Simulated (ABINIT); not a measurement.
The system is Br.

```xyz
4
Lattice="3.3632 -2.3226 0.0000 3.3632 2.3226 0.0000 0.0000 0.0000 8.7023" Properties=species:S:1:pos:R:3 pbc="T T T"
Br    3.3632    0.6266    3.3948
Br    3.3632    1.6959    7.7459
Br    3.3632   -0.6266    5.3075
Br    3.3632   -1.6959    0.9564
```

Base run:

- Program: ABINIT 10.8.3 (patched build)
- Functional: WC
- Potentials or basis: JTH PAW PBE v2.0
- Cutoff: 408 eV
- k mesh: 7 × 7 × 3
- Occupations: fermi-dirac, width 0.05 eV
- Spin: no spin polarisation

Its results: band gap on the k mesh 1.83 eV, indirect (least direct gap 1.85 eV); pressure 0.2 GPa; largest force 0.803 eV/Å.

**Question.** After a change of settings the same cell gave: band gap on the k mesh 1.90 eV, indirect (least direct gap 1.92 eV); pressure 1.8 GPa; largest force 0.887 eV/Å. Which change was it?
A. functional from WC to rPW86PBE
B. functional from WC to SOGGA
C. functional from WC to PBEsol; k mesh from 7 × 7 × 3 to 9 × 9 × 4
D. functional from WC to PBE

**Answer.** D.

PBE binds less tightly than WC, so the same cell stands under more pressure.

Caveats: the PAW data sets were made with another functional, which shifts forces and pressure a little (some runs).

Not every run made on this cell is shown here.
